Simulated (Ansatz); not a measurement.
Base system: K2S in the anti-fluorite structure (space group Fm-3m, No. 225; a = 7.3360 Å). Axes: x, y, z lie along the cube axes.

Level of theory: Ansatz (a first-principles code) PBEsol, without spin-orbit coupling.

Now apply this change: uniaxial strain ε_zz = +3.00 %, all other strain components held at zero; the atoms relax in the strained cell.

**Question.** Predict the stress tensor and what it implies for the stiffness.

**Answer.** Stress of the strained cell less that of the base (GPa, compression positive):
```
  -0.32    0.00    0.00
   0.00   -0.32    0.00
   0.00    0.00   -1.05
```

Then −Δσ_ii/ε with ε = 0.0300 gives secant stiffness values (nonlinear terms included at this strain): C33 ≈ 35 GPa, C13 ≈ 11 GPa and C23 ≈ 11 GPa.

Stability against distortions was not tested.
